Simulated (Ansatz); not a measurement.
**Stability checks on a candidate for Al₂Cu**

The cell was found from a structure generator's guess, not taken from experiment.

Computed with DFT PBE, scalar-relativistic, plane waves, PAW (Ansatz). Cutoff 420 eV, Γ-centred 16×16×8 mesh (3-atom cell), Gaussian smearing of 0.10 eV, no spin polarisation.

```cif
data_structure
_symmetry_space_group_name_H-M 'P2/m'
_symmetry_Int_Tables_number 10
_cell_length_a 2.8030
_cell_length_b 2.8359
_cell_length_c 5.8908
_cell_angle_alpha 90.000
_cell_angle_beta 103.033
_cell_angle_gamma 90.000
_cell_volume 45.62
loop_
_atom_site_label
_atom_site_type_symbol
_atom_site_symmetry_multiplicity
_atom_site_Wyckoff_symbol
_atom_site_fract_x
_atom_site_fract_y
_atom_site_fract_z
_atom_site_occupancy
Al1 Al 2 n 0.64236 0.50000 0.29119 1
Cu1 Cu 1 a 0.00000 0.00000 0.00000 1
```

Formation energies are uncorrected and refer to the elements' standard structures at the same level.

Problem. These tests were run: energy against the elements; phonons at Γ. What do they show?

Solution.

```csv
test,result
energy against the elements,−0.11 eV/atom
phonons at Γ,lowest optical mode 132 cm⁻¹
```

It fails none of these tests. Other phases of the system weren't compared here, so this isn't yet thermodynamic stability. Phonons away from Γ weren't computed.

The run for the phonons used a 16×16×8 k mesh and Fermi–Dirac smearing of 0.15 eV.
